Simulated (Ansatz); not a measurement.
# MgS: single point with RPBE+D4

The system is MgS.

```
CELL_PARAMETERS angstrom
0.00000 2.83312 2.83312
2.83312 0.00000 2.83312
2.83312 2.83312 0.00000
ATOMIC_POSITIONS crystal
S 0.25000 0.25000 0.25000
Mg 0.00000 0.00000 0.00000
```

The cell comes from a database or a generator and needn't be the stable form of this composition.

```json
{
 "Program": "Ansatz 0.2.0",
 "Task": "single point",
 "Functional": "RPBE",
 "Dispersion": "D4",
 "Potentials or basis": "SPMS NC",
 "Cutoff": "762 eV",
 "Density cutoff": "6857 eV",
 "k mesh": "5 × 5 × 5",
 "Occupations": "gaussian, width 0.02 eV",
 "Spin": "collinear spin, ferromagnetic start",
 "Starting moments": "[0.5, 0.0] μB"
}
```

- Pressure: -1.2 GPa
- Band gap on the k mesh: 3.65 eV, direct
- Net moment: 0.00 μB per cell
- Absolute moment: 0.00 μB per cell

Levels at points of the mesh, in eV from the valence-band top:
Spin up:
```csv
k point,band 5,band 6,band 7,band 8,band 9,band 10,band 11,band 12
"(0.00, 0.00, 0.00)",-11.24,0.00,0.00,0.00,3.65,8.03,8.03,8.03
```
Spin down:
```tsv
k point	band 6	band 7	band 8	band 9	band 10	band 11
(0.00, 0.00, 0.00)	0.00	0.00	0.00	3.65	8.03	8.03
```

Wall time 4.9 s on 1 thread of Arm Neoverse V2, on a shared host, peak memory 0.46 GiB.

Caveat: the potentials were made for another functional, which shifts forces and pressure; odd divisions of the mesh miss points on the zone boundary, where band edges often lie, so the gap on the mesh can be too wide; the starting moments weren't kept. As with any semilocal functional, this RPBE gap is likely too small.
